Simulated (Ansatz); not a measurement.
Stackings of close-packed layers of SiC (tetrahedral net, letters for double layers), each relaxed to a stress under 0.05 GPa; h and k mark layers whose two neighbours have the same or different letters; energies count from the stacking AB (P6_3mc).

Method: Ansatz, DFT PBE, scalar-relativistic, plane waves, PAW.

Cutoff 420 eV, Gaussian smearing of 0.02 eV, energies at zero smearing, symmetry of each start kept, no spin polarisation.

```tsv
start	atoms	k mesh	excess energy (meV/atom)	spacing of like layers (Å)	a (Å)	gap on the mesh (eV)
ABC (kkk)	6	12×12×4	-2.9	2.529	3.097	1.37
ABCB (hkhk)	8	12×12×3	-3.5	2.532	3.094	2.22
ABCACB (hkkhkk)	12	12×12×2	-3.5	2.531	3.095	2.03
ABACBCACB (hhkkhkhkk)	18	12×12×2	-3.1	2.532	3.094	1.94
ABCABCB (hkkkkhk)	14	12×12×2	-3.3	2.531	3.095	1.67
ABCBCAB (hkhhkkh)	14	12×12×2	-2.4	2.533	3.094	1.98
```

An odd mesh misses points on the zone edge, so a gap read on it can be too wide.